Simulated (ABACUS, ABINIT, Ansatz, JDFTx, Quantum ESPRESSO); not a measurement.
K: equilibrium volume by level of theory

**What was measured.** The equilibrium volume of K (Im-3m) is reported as 75.88 Å³/atom at 293.15 K (a printed reference work). The runs below try to reproduce it.

The structure is cubic, space group Im-3m (No. 229). Conventional cell: a = 5.395 Å, b = 5.395 Å, c = 5.395 Å, α = 90.00°, β = 90.00°, γ = 90.00°.

| rung | level | program and potentials | cutoff (eV) | k mesh | smearing | task | spin | core time | chip | equilibrium volume (Å³/atom) | miss | notes |
| --- | --- | --- | --- | --- | --- | --- | --- | --- | --- | --- | --- | --- |
| GGA | PBEsol | Ansatz, SSSP precision PAW | 816 | 7 × 7 × 7 | cold 0.01 | relaxation of cell and atoms | collinear, ferromagnetic start | 8.5 s | AMD EPYC 9B45 Zen 5 | 70.07 | -7.7 % | potentials made for PBE |
| GGA | PBE | ABINIT, JTH PAW PBE v2.0 | 435 | 5 × 5 × 5 | fermi-dirac 0.05 | relaxation of cell and atoms | off | 23 s | Arm Neoverse V1 | 73.65 | -2.9 % | - |
| GGA + dispersion | revPBE+D2 | Quantum ESPRESSO, PseudoDojo 0.4.1 SR PBE standard | 1007 | 7 × 7 × 7 | fermi-dirac 0.05 | relaxation of cell and atoms | off | 27 s | AMD EPYC 9B14 Zen 4 | 69.86 | -7.9 % | potentials made for PBE |
| GGA + dispersion | revPBE+D3(zero damping) | Quantum ESPRESSO, PseudoDojo 0.4.1 SR PBE standard | 1007 | 7 × 7 × 7 | fermi-dirac 0.05 | relaxation of cell and atoms | off | 28 s | AMD EPYC 9B14 Zen 4 | 73.06 | -3.7 % | potentials made for PBE |
| non-local van der Waals functional | revPBE+rVV10 | Quantum ESPRESSO, PseudoDojo 0.4.1 SR PBE standard | 1007 | 7 × 7 × 7 | fermi-dirac 0.05 | relaxation of cell and atoms | off | 37 s | AMD EPYC 9B14 Zen 4 | 75.07 | -1.1 % | potentials made for PBE |
| GGA | PBE | ABACUS, SPMS ONCV 1.0 PBE, plane waves | 1007 | 6 × 6 × 6 | fermi-dirac 0.05 | equation of state | off | 41 s | AMD EPYC 9R45 Zen 5 | 74.30 | -2.1 % | fit through 4 volumes |
| GGA + dispersion | revPBE+D4 | Quantum ESPRESSO, PseudoDojo 0.4.1 SR PBE standard | 1007 | 7 × 7 × 7 | fermi-dirac 0.05 | relaxation of cell and atoms | off | 64 s | AMD EPYC 9B14 Zen 4 | 75.77 | -0.1 % | potentials made for PBE |
| GGA + dispersion | revPBE+D3(BJ) | Quantum ESPRESSO, PseudoDojo 0.4.1 SR PBE standard | 1007 | 7 × 7 × 7 | fermi-dirac 0.05 | relaxation of cell and atoms | off | 73 s | AMD EPYC 9B14 Zen 4 | 70.27 | -7.4 % | potentials made for PBE |
| GGA | PBE | JDFTx, SG15-PBE-1.2 with smoothed tails | 1088 | 4 × 4 × 4 | fermi-dirac 0.05 | relaxation of cell and atoms | off | 2.5 min | Arm Neoverse V1 | 75.66 | -0.3 % | coarse mesh |
| GGA | revPBE | JDFTx, SG15-PBE-1.2 with smoothed tails | 1088 | 4 × 4 × 4 | fermi-dirac 0.05 | relaxation of cell and atoms | off | 2.7 min | Arm Neoverse V1 | 81.71 | +7.7 % | coarse mesh; potentials made for PBE |
| GGA | AM05 | JDFTx, SG15-PBE-1.2 with smoothed tails | 1088 | 4 × 4 × 4 | fermi-dirac 0.05 | relaxation of cell and atoms | off | 2.7 min | Arm Neoverse V1 | 76.21 | +0.4 % | coarse mesh; potentials made for PBE |
| GGA | HCTH407 | ABACUS, PseudoDojo NC SR 0.5 PBE standard, plane waves | 1007 | 6 × 6 × 6 | fermi-dirac 0.05 | equation of state | off | 6 min | Intel Xeon 6975P-C Granite Rapids | 81.86 | +7.9 % | potentials made for PBE |

Times are single runs on shared hosts and different chips, so they are rough; meshes, cutoffs and the tasks' sizes weigh on the time. Smearing widths are in eV. For a metal such meshes aren't converged. Meshes differ between rows, which moves values too. Meshes are those of the run's cell of 1 atom unless a note names another. Relaxations start from the cell shown or near it and stop with a little pressure left. The cell shown, of 78.52 Å³ an atom, is the runs' start and not the measured value. Misses use the values as printed. Runs on faulty files, with rough fits or with known faults for this quantity aren't shown. No row holds spin-orbit coupling.

By rung: GGA 70.07 to 81.86; GGA + dispersion 69.86 to 75.77; non-local van der Waals functional 75.07; GGA on coarse meshes 75.66 to 81.71 (Å³/atom). Measured: 75.88 Å³/atom at 293.15 K (a printed reference work). Closest, coarse meshes and atomic bases left aside, is revPBE+D4 (-0.1 %), and PBE misses by -2.9 % to -2.1 % on plain settings. The runs are for a static lattice, while measurements hold temperature and zero-point motion.
